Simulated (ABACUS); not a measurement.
**Lu in ABACUS: the effect of functional**

Lu:

```
CELL_PARAMETERS angstrom
3.57181 0.00000 0.00000
-1.78590 3.09327 0.00000
0.00000 0.00000 5.65977
ATOMIC_POSITIONS crystal
Lu 0.66667 0.33333 0.75000
Lu 0.33333 0.66667 0.25000
```

The cell isn't the ideal one: volume scaled by 1.06.

Alike in all runs:

| Item | Value |
| --- | --- |
| Program | ABACUS 3.10.1 |
| Task | equation of state |
| Potentials or basis | PseudoDojo NC SR 0.4.1 PBE standard |
| Cutoff | 1361 eV |
| Density cutoff | 5442 eV |
| Basis | plane waves |
| k mesh | 6 × 6 × 4 |
| Occupations | fermi-dirac, width 0.05 eV |
| Spin | no spin polarisation |

| functional | pressure (GPa) |
| --- | --- |
| LDA | ? |
| PBE | -3.1 |
| PBEsol | -5.5 |
| PW91 | -3.5 |
| BLYP | -2.3 |

Problem. What does the run with functional LDA give?

Solution. Pressure -8.3 GPa.

Caveats: the potentials were made for another functional, which shifts forces and pressure (some runs).
